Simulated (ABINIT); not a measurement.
## NaCl (Fm-3m): G0W0 in ABINIT against the bands in the self-energy

How does the gap of NaCl (Fm-3m) converge in the bands in the self-energy?

Method: PBE and many-body steps on it, plane waves, in ABINIT 10.8.3.

Most raw output is cut from this account.

The database entry behind the starting cell differs from later determinations by our own check (an axis about 0.4 % short against later determinations), so it need not match the best structure at ambient conditions.

**1. Starting point**

The structure is cubic, space group Fm-3m (No. 225). The conventional cell has a = 5.620 Å, b = 5.620 Å, c = 5.620 Å, α = 90.00°, β = 90.00°, γ = 90.00°. Nearest to Na lie 6 Cl at 2.81 Å. Nearest to Cl lie 6 Na at 2.81 Å. Farther neighbours and most contacts between anions are not listed.

The cell and positions come from the Crystallography Open Database and are kept as given unless a step says otherwise.

**2. Screening, 4×4×4 mesh, 80 bands, screening to 176.9 eV**

This step: ABINIT 10.8.3; RPA screening on PBE, plane waves, norm-conserving pseudopotentials.

The RPA dielectric matrix is built and inverted for each q.

Input file run.abi:

```
acell 3*1.0 Angstrom
rprim 
  0.000000000000 2.810000000000 2.810000000000
  2.810000000000 0.000000000000 2.810000000000
  2.810000000000 2.810000000000 0.000000000000
ntypat 2
znucl 11 17
natom 2
typat 1 2
xred 
  0.000000000000 0.000000000000 0.000000000000
  0.500000000000 0.500000000000 0.500000000000
pp_dirpath "pseudos"
pseudos "Na.upf, Cl.upf"
ecut 38
ngkpt 4 4 4
nshiftk 1
shiftk 0 0 0
kptopt 1
chksymbreak 0
istwfk *1
occopt 1
irdwfk 1
optdriver 3
nband 80
ecuteps 6.5
inclvkb 2
awtr 1
symchi 1
indata_prefix "in"
outdata_prefix "out"
tmpdata_prefix "tmp"
```

On the command line:

```
> OMP_NUM_THREADS=1 mpirun -n 4 abinit run.abi > log
```

The job ended after 60 s (4 MPI ranks of Arm Neoverse N1, shared host; peak memory 0.74 GiB).

Numbers from this step:

- ε∞ with local fields, on this mesh, along the program's q direction: 2.381
- the same without local fields: 2.795
- plasma frequency: 22.30 eV
- plane waves in the screening matrix: 259

Local fields lower ε∞ by 15 %. On a Γ-centred mesh this coarse the value itself is usually too large, while a short band sum pulls it down.

**3. 16 bands**

This step: G0W0 on PBE, plane waves, norm-conserving pseudopotentials.

run.abi, as its differences from that of step 2:

```diff
@@ -23,8 +23,15 @@
 irdwfk 1
-optdriver 3
-nband 80
+optdriver 4
+nband 16
+gwcalctyp 0
+ecutsigx 38
+symsigma 1
+nkptgw 1
+kptgw 
+  0.0000000000 0.0000000000 0.0000000000
+bdgw 
+  6 12
 ecuteps 6.5
-inclvkb 2
-awtr 1
-symchi 1
+irdscr 1
+ppmodel 1
 indata_prefix "in"
```

Run time: 6.4 s. Hardware: 4 MPI ranks; peak memory 0.62 GiB; 22 s of CPU time.

Numbers from this step:

| Property | Result |
| --- | --- |
| G0W0 gap on the points computed | 7.627 eV |
| starting gap on the mesh | 5.150 eV |
| k of the valence top | 0, 0, 0 |
| k of the conduction bottom | 0, 0, 0 |
| Z at the valence top | 0.825 |
| Z at the conduction bottom | 0.874 |
| least direct G0W0 gap on the computed points | 7.627 eV |

**4. 26 bands**

The self-energy is evaluated for the states that the input lists, and the levels follow from it, in one-shot runs by the linearised quasiparticle equation.

run.abi, as its differences from that of step 3:

```diff
@@ -24,3 +24,3 @@
 optdriver 4
-nband 16
+nband 26
 gwcalctyp 0
```

Elapsed: 8.6 s, on 4 MPI ranks; peak memory 0.62 GiB.

Numbers from this step:

* G0W0 gap on the points computed: 7.818 eV
* starting gap on the mesh: 5.150 eV
* k of the valence top: 0, 0, 0
* k of the conduction bottom: 0, 0, 0
* Z at the valence top: 0.816
* Z at the conduction bottom: 0.868
* least direct G0W0 gap on the computed points: 7.818 eV

The gap on the mesh goes from 5.15 eV to 7.82 eV, a correction of +2.67 eV.

**5. 50 bands**

run.abi, as its differences from that of step 4:

```diff
@@ -24,3 +24,3 @@
 optdriver 4
-nband 26
+nband 50
 gwcalctyp 0
```

It took 11 s on 4 MPI ranks; peak memory 0.66 GiB; 35 s of CPU time.

Numbers from this step:

```
G0W0 gap on the points computed              : 7.927 eV
starting gap on the mesh                     : 5.150 eV
k of the valence top                         : 0, 0, 0
k of the conduction bottom                   : 0, 0, 0
least direct G0W0 gap on the computed points : 7.927 eV
```

Against the run before, the gap moves by +0.109 eV.

**6. 80 bands**

run.abi, as its differences from that of step 5:

```diff
@@ -24,3 +24,3 @@
 optdriver 4
-nband 50
+nband 80
 gwcalctyp 0
```

Elapsed: 14 s, on 4 MPI ranks; peak memory 0.77 GiB; 46 s of CPU time.

Numbers from this step:

```yaml
g0w0_gap_on_the_points_computed: 7.995 eV
starting_gap_on_the_mesh: 5.150 eV
k_of_the_valence_top: 0, 0, 0
k_of_the_conduction_bottom: 0, 0, 0
least_direct_g0w0_gap_on_the_computed_points: 7.995 eV
```

Against the run before, the gap moves by +0.068 eV.

**7. Side by side**

Times are wall times on 4 MPI ranks of Arm Neoverse N1, shared host, good to a factor of about two. A run's time includes the screening step that it read.

| run | mesh | bands | screening cutoff (eV) | DFT gap (eV) | gap on the mesh (eV) | direct (eV) | ε∞ used | time |
| --- | --- | --- | --- | --- | --- | --- | --- | --- |
| 16 bands | 4×4×4 | 16 | 176.9 | 5.150 | 7.627 | 7.627 | 2.38 | 66 s |
| 26 bands | 4×4×4 | 26 | 176.9 | 5.150 | 7.818 | 7.818 | 2.38 | 68 s |
| 50 bands | 4×4×4 | 50 | 176.9 | 5.150 | 7.927 | 7.927 | 2.38 | 70 s |
| 80 bands | 4×4×4 | 80 | 176.9 | 5.150 | 7.995 | 7.995 | 2.38 | 73 s |

**8. What came out**

| Quantity | Value |
| --- | --- |
| 16 bands | 7.627 eV |
| 26 bands | 7.818 eV |
| 50 bands | 7.927 eV |
| 80 bands | 7.995 eV |
| known limits | not at the basis limit; coarse k mesh |

**Reading.** The setting moved: bands in the self-energy. From 16 bands to 80 bands the gap moves by +0.37 eV. The last step still moves it by +0.068 eV. Bands and screening cutoff are coupled, so a series along one setting does not show full convergence. Bands and cutoff are finite, so the gap is not at the basis limit. The miss can reach some tenths of an eV and take either sign; the mesh is an error of its own. In the G0W0 runs levels were corrected at 1 k point alone, so a gap called «on the mesh» is the least over those, and an edge elsewhere would be missed. The 4×4×4 mesh is coarse for this cell, which bears on the long-range parts of exchange and screening.

[Paths, hosts, dates, memory and timing lines, banners, echoed tables and standing remarks are left out of the program output.]

[Logs are printed without paths, hosts, clocks, repeated set-up lines and the standing remarks that a program may print on its own settings, such as how far it seeks lower states.]

[Runs of the session that timed out or met a known fault of the program may be left out.]

[Hosts, paths, dates, database ids (printed as entryN), source tags and the programs' standing remarks are cut or masked in the printed files.]

[G0W0 gaps are taken among the corrected bands and points alone; a level outside them can change the order at an edge.]

[Where Ansatz stands beside ABINIT at settings called matched, ABINIT's density can come from a denser mesh and the files from another edition; pairs whose starting gaps differed by over 0.03 eV were left out, so agreement reads better than it is.]
